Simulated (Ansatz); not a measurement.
The system is TePt.

```
CELL_PARAMETERS angstrom
3.55919 0.00000 0.00000
0.00000 3.55919 0.00000
0.00000 0.00000 3.55919
ATOMIC_POSITIONS crystal
Pt 0.00000 0.00000 0.00000
Te 0.50000 0.50000 0.50000
```

Measurements of this composition are mostly on another form, of space group No. 166.

- Program: Ansatz 0.2.0
- Task: relaxation of cell and atoms
- Functional: HSEsol
- Potentials or basis: Ansatz PAW
- Cutoff: 420 eV (not typed: the program's choice for these potentials)
- k mesh: 4 × 4 × 4
- Occupations: fermi-dirac, width 0.05 eV
- Spin: no spin polarisation

At the start: volume 22.54 Å³/atom.

**Question.** How do energy, volume and symmetry change on relaxing?

**Answer.** It ends after 5 steps and the volume is 19.37 Å³/atom (-14.1 %); space group Pm-3m (No. 221, to 0.05 Å).

The path:
```tsv
step	energy change (eV)	largest force (eV/Å)	volume (Å³)
1	0.0000	0.0000	45.09
2	-0.3804	0.0000	38.81
3	-0.3805	0.0000	38.71
4	-0.3805	0.0000	38.74
5	-0.3783	0.0000	38.74
```

Final structure:
```
CELL_PARAMETERS angstrom
3.38365 0.00000 0.00000
0.00000 3.38365 0.00000
0.00000 0.00000 3.38365
ATOMIC_POSITIONS crystal
Pt 0.00000 0.00000 0.00000
Te 0.50000 0.50000 0.50000
```

Caveat: the k mesh is coarse (spacing up to 0.44 Å⁻¹), so the values aren't converged, least of all with exact exchange; the plane-wave basis is chosen anew once the cell has moved, so the energies of steps on either side of that aren't comparable; the PAW data sets come from PBE, with cores solved anew for the run's functional, which leaves a small shift of forces and pressure.
